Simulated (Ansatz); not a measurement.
# Li2O: the cost of one run

Computed with Ansatz 0.2.0 (DFT PBE, scalar-relativistic, plane waves, PAW, unless a step's input says otherwise).

1 further run of the same task is left out (set aside as unsound or not needed).

## 1. The system as given

The structure is cubic, space group Fm-3m (No. 225). The conventional cell has a = 4.626 Å, b = 4.626 Å, c = 4.626 Å, α = 90.00°, β = 90.00°, γ = 90.00°. Li (site symmetry -43m) has 4 O at 2.00 Å as nearest neighbours. O (site symmetry m-3m) is surrounded by 8 Li at 2.00 Å.

Coordinates:

```
CELL_PARAMETERS angstrom
0.00000 2.31303 2.31303
2.31303 0.00000 2.31303
2.31303 2.31303 0.00000
ATOMIC_POSITIONS crystal
Li 0.25000 0.25000 0.25000
Li 0.75000 0.75000 0.75000
O 0.00000 0.00000 0.00000
```

It is the result of an earlier relaxation at this level (volume 8.25 Å³/atom; gap on the mesh: 4.98 eV).

## 2. Electronic structure at the relaxed geometry

Input file input.yaml:

```yaml
crystal:
  lattice:
    - [0.0, 2.3130253908, 2.3130253908]
    - [2.3130253908, 0.0, 2.3130253908]
    - [2.3130253908, 2.3130253908, 0.0]
  atoms:
    - { symbol: Li, position: [0.25, 0.25, 0.25] }
    - { symbol: Li, position: [0.75, 0.75, 0.75] }
    - { symbol: O, position: [0.0, 0.0, 0.0] }
basis:
  ecutwfc: 420
kpoints:
  mp_grid: { grid: [8, 8, 8] }
  band_path:
    path:
      - [[0.0, 0.0, 0.0], [0.5, 0.0, 0.5], [0.625, 0.25, 0.625]]
      - [[0.375, 0.375, 0.75], [0.0, 0.0, 0.0], [0.5, 0.5, 0.5], [0.5, 0.25, 0.75], [0.5, 0.0, 0.5]]
    npoints: 14
hamiltonian:
  xc: pbe
scf:
  occupations: { method: gaussian, width: 0.02 }
  n_extra_bands: 7
output:
  forces: true
  stress: true
  eigenvalues: true
  populations: true
  dos: { projected: true, de: 0.02, nscf_kmesh: { grid: [12, 12, 12] } }
  bader: true
  write_density: true
  write_potential: true
  elf: true
  volumetric_format: npy
```

Run with:

```
$ ansatz run input.yaml --threads 1 --pin off --max-ram 2560MiB --backend cpu --events-out ev --progress --plain --runs-dir out
```

**Question.** How long does this run take on 1 thread of AMD EPYC 9R45 (Zen 5), shared host, and how much memory does it need?

About 12 s, with a peak of 0.34 GiB.
